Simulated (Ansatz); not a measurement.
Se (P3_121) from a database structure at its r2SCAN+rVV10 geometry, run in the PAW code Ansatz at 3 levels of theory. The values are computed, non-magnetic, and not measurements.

The HSE06 input:
```yaml
crystal:
  lattice:
    - [4.2926573531, 0.0, 0.0]
    - [-2.1463286765, 3.7175503175, 0.0]
    - [0.0, 0.0, 5.0408504863]
  atoms:
    - { symbol: Se, position: [0.2284670354, 0.0, 0.3333333333] }
    - { symbol: Se, position: [0.0, 0.2284670354, 0.6666666667] }
    - { symbol: Se, position: [0.7715329646, 0.7715329646, 0.0] }
kpoints:
  mp_grid: { grid: [6, 6, 4] }
  band_path:
    path:
      - [0.0, 0.0, 0.0]
      - [0.5, 0.0, 0.0]
      - [0.3333333333, 0.3333333333, 0.0]
      - [0.0, 0.0, 0.5]
      - [0.5, 0.0, 0.5]
      - [0.3333333333, 0.3333333333, 0.5]
      - [0.161458, 0.419271, -0.5]
      - [0.35, 0.3, 0.5]
    npoints: 1
hamiltonian:
  xc: hse06
scf:
  occupations: { method: fixed }
  n_extra_bands: 4
output:
  forces: true
  stress: true
  eigenvalues: true
  write_density: true
  write_potential: true
  elf: true
  volumetric_format: npy
```

Main results, then, where recorded, the levels near the gap in eV from the Fermi energy (columns number the bands from 0), one row a point of the path (Γ, M, K, A, L, H, L–H (0.48), L–H (0.90)):
```
Crystal: 3 atoms, lattice volume = 80.443 Å³
Symmetry: 6 space group operations
Space group: P3121 (ITA 152)
```
```
Basis set: ecut = 420 eV, 1547 PW (Γ)
Bands: 28, of which v1, the nominal top of the filled ones, is band 24 counted from 1 (23 counted from 0)
k-points: 24 of 144 (time reversal used)
Exchange kernel: α = 0.2500, screened, ω = 0.2079 Å⁻¹, Wigner–Seitz truncation, v(0) = 1046.3941 eV·Å³, q-mesh 6×6×4
hybrid outer 1: dexx = +1.762e-2 eV, tail = 3.67e-4 eV
hybrid outer 2: dexx = +1.963e-6 eV, tail = 1.00e-7 eV, Δε = 3.97e-3 eV, ΔF = 1.63e-2 eV/Å
hybrid outer 3: dexx = +9.243e-10 eV, tail = 5.01e-10 eV, Δε = 8.96e-5 eV, ΔF = 5.77e-4 eV/Å
Free energy (F): -16411.385647 eV
Fermi energy:    6.623374 eV
--- Forces (eV/Å), atoms counted from 1 ---
  atom   1  Se    -0.24303      0.00000      0.00000
  atom   2  Se      0.12152    -0.21047      0.00000
  atom   3  Se      0.12152      0.21047      0.00000
--- Stress (GPa, compression-positive) ---
        0.647845       0.000000       0.000000
        0.000000       0.647845       0.000000
        0.000000       0.000000      -0.885299
  P = ⅓ Tr σ = 0.1368 GPa (1.368 kbar)
```
```tsv
band_20	band_21	band_22	band_23	band_24	band_25	band_26
-3.961	-2.280	-2.280	-0.579	2.596	2.596	3.031
-3.803	-3.293	-1.896	-1.186	2.601	3.043	5.096
-3.170	-3.170	-2.885	-2.016	3.935	3.935	4.653
-3.512	-1.718	-1.718	-1.454	1.899	1.955	1.955
-4.549	-2.167	-1.678	0.000	2.240	3.578	3.723
-5.482	-1.264	-0.193	-0.193	1.563	3.519	3.519
-5.047	-1.449	-1.316	0.006	1.995	3.535	3.634
-5.449	-1.271	-0.313	-0.123	1.591	3.504	3.538
```

With HSE06 the valence top lies at L–H (0.48 of the way from L) and the conduction bottom at H, 1.56 eV higher; the smallest vertical gap, at L–H (0.90 of the way from L), is 1.71 eV.

Task: Another run on the same cell gave
```
Basis set: ecut = 420 eV, 1547 PW (Γ)
Bands: 56, of which v1, the nominal top of the filled ones, is band 48 counted from 1 (47 counted from 0)
k-points: 24 of 144 (time reversal used)
hybrid outer 1: dexx = +1.757e-2 eV, tail = 3.91e-4 eV
hybrid outer 2: dexx = +1.585e-6 eV, tail = 1.59e-7 eV, Δε = 3.43e-3 eV
Free energy (F): -16408.971078 eV
Fermi energy:    6.640824 eV
```
```tsv
band_40	band_41	band_42	band_43	band_44	band_45	band_46	band_47	band_48	band_49	band_50	band_51	band_52	band_53
-3.849	-3.849	-2.305	-2.305	-2.284	-2.284	-0.599	-0.599	2.492	2.492	2.653	2.653	3.044	3.044
-3.826	-3.826	-3.312	-3.312	-1.918	-1.918	-1.199	-1.199	2.588	2.588	3.030	3.030	5.080	5.080
-3.238	-3.217	-3.217	-3.102	-2.907	-2.907	-2.019	-2.019	3.860	3.892	3.964	3.964	4.637	4.637
-3.531	-3.531	-1.765	-1.765	-1.694	-1.694	-1.469	-1.469	1.834	1.834	1.898	1.898	2.040	2.040
-4.566	-4.566	-2.199	-2.199	-1.693	-1.693	0.000	0.000	2.213	2.213	3.523	3.523	3.755	3.755
-5.463	-5.463	-1.311	-1.311	-0.312	-0.312	-0.098	-0.069	1.542	1.542	3.429	3.456	3.568	3.568
-5.065	-5.047	-1.546	-1.502	-1.299	-1.293	0.008	0.012	1.962	1.978	3.472	3.494	3.662	3.662
-5.447	-5.440	-1.323	-1.313	-0.371	-0.369	-0.085	-0.062	1.567	1.573	3.430	3.456	3.574	3.574
```
Which level of theory gave it?

Result: It is HSE06+SOC, judged by the exchange loop and the size of the gap (a near hybrid could fit too), with spin-orbit coupling since the bands come doubled, on 6×6×4; the blocks that differ from the first input, but for the band path:
```yaml
scf:
  occupations: { method: fixed }
  n_extra_bands: 8
magnetization:
  noncollinear: true
  spin_orbit: true
output:
  eigenvalues: true
```
With HSE06+SOC the valence top lies at L–H (0.48 of the way from L) and the conduction bottom at H, 1.53 eV higher; the smallest vertical gap, at H, is 1.61 eV.

Task: In the first input these blocks are replaced (the band path and keys that only write files left aside):
```yaml
crystal:
  # lattice and atoms as above
  host: atoms
hamiltonian:
  xc:
    exchange: pbe
    correlation: pbe
    exx: { coeff: inverse_dielectric }
```
What comes out?

Result:
```
ε∞ on k-mesh 6×6×4 of a primitive cell: xx 10.5417, yy 10.5417, zz 16.4596; 3/Tr ε∞, of that cell with its empty space = 0.07990816760559051
Basis set: ecut = 420 eV, 1547 PW (Γ)
Bands: 28, of which v1, the nominal top of the filled ones, is band 24 counted from 1 (23 counted from 0)
k-points: 24 of 144 (time reversal used)
hybrid outer 1: dexx = +1.078e-3 eV, tail = 6.00e-6 eV
hybrid outer 2: dexx = +1.016e-8 eV, tail = 4.31e-10 eV, Δε = 4.55e-4 eV, ΔF = 2.48e-3 eV/Å
Free energy (F): -16408.446381 eV
Fermi energy:    6.836860 eV
--- Forces (eV/Å), atoms counted from 1 ---
  atom   1  Se      0.10924      0.00000      0.00000
  atom   2  Se    -0.05462      0.09460      0.00000
  atom   3  Se    -0.05462    -0.09460      0.00000
--- Stress (GPa, compression-positive) ---
        1.542758       0.000000       0.000000
        0.000000       1.542758       0.000000
        0.000000       0.000000       1.490646
  P = ⅓ Tr σ = 1.5254 GPa (15.254 kbar)
```
```tsv
band_20	band_21	band_22	band_23	band_24	band_25	band_26
-3.785	-2.075	-2.075	-0.456	2.243	2.243	2.673
-3.583	-3.119	-1.785	-1.066	2.288	2.704	4.669
-2.992	-2.992	-2.782	-1.865	3.582	3.582	4.254
-3.357	-1.559	-1.559	-1.288	1.615	1.657	1.657
-4.332	-2.050	-1.554	0.000	1.934	3.257	3.337
-5.175	-1.141	-0.159	-0.159	1.248	3.136	3.136
-4.780	-1.325	-1.255	0.016	1.697	3.185	3.248
-5.145	-1.148	-0.276	-0.093	1.280	3.125	3.155
```
The DDH-PBE0 gap is indirect, 1.23 eV (L–H (0.48 of the way from L) to H), below the direct gap of 1.37 eV at L–H (0.90 of the way from L). With the atoms held, the mean pressure is +1.5 GPa (compression positive). (The program warns that its thresholds are loose for a hybrid's stress.)

Totals of different functionals, or with and without spin-orbit coupling, can't be compared.

Only the levels marked +SOC include spin-orbit coupling.

The meshes of the hybrids are coarse, so their gaps aren't converged to the digits shown.
